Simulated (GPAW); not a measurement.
## Equation of state of PbS under optB88-vdW

```cif
data_structure
_symmetry_space_group_name_H-M 'Fm-3m'
_symmetry_Int_Tables_number 225
_cell_length_a 5.9315
_cell_length_b 5.9315
_cell_length_c 5.9315
_cell_angle_alpha 90.000
_cell_angle_beta 90.000
_cell_angle_gamma 90.000
_cell_volume 208.69
loop_
_atom_site_label
_atom_site_type_symbol
_atom_site_symmetry_multiplicity
_atom_site_Wyckoff_symbol
_atom_site_fract_x
_atom_site_fract_y
_atom_site_fract_z
_atom_site_occupancy
Pb1 Pb 4 a 0.00000 0.00000 0.00000 1
S1 S 4 b 0.50000 0.00000 0.00000 1
```

The cell was scaled at fixed shape and fractions and run with GPAW, GPAW PAW data sets (gpaw-data 1.2.1), cutoff 600 eV; optB88-vdW, k mesh 6 × 6 × 6 on the cell of 2 atoms, fermi-dirac occupations of 0.05 eV, no spin polarisation, no spin-orbit coupling. The potentials were made for PBE. Energies are those that the program minimises, any entropy of the smearing included.

| V (Å³/atom) | energy over the lowest row (meV/atom) |
| --- | --- |
| 24.5206 | 46.78 |
| 25.0423 | 28.37 |
| 25.5641 | 14.94 |
| 26.0858 | 5.91 |
| 26.6075 | ? |
| 27.1292 | 0.00 |
| 27.6509 | 2.42 |

Problem. Fit the third-order Birch-Murnaghan form, give V0, B0 and B′, and predict the energy left open.

Solution. With y = (V0/V)^(2/3), E = E0 + (9 V0 B0/16) [(y - 1)³ B′ + (y - 1)² (6 - 4y)]. Least squares through the rows shown give V0 = 27.0215 Å³/atom, E0 = -0.07 meV, B0 = 56.36 GPa (1 eV/Å³ = 160.218 GPa) and B′ = 3.38, with a largest miss of 0.03 meV. At V = 26.6075 the form with these constants gives 1.07 meV; the run gave 1.12 meV an atom. Measured volume: 26.15 Å³/atom (pmc:7248792, doi:10.3390/molecules25092097), so the fit lies +3.3 % from it. Measured modulus: 51 GPa (arxiv:cond-mat/0210013), so the fit lies +10.5 % from it. The runs are for a static lattice.
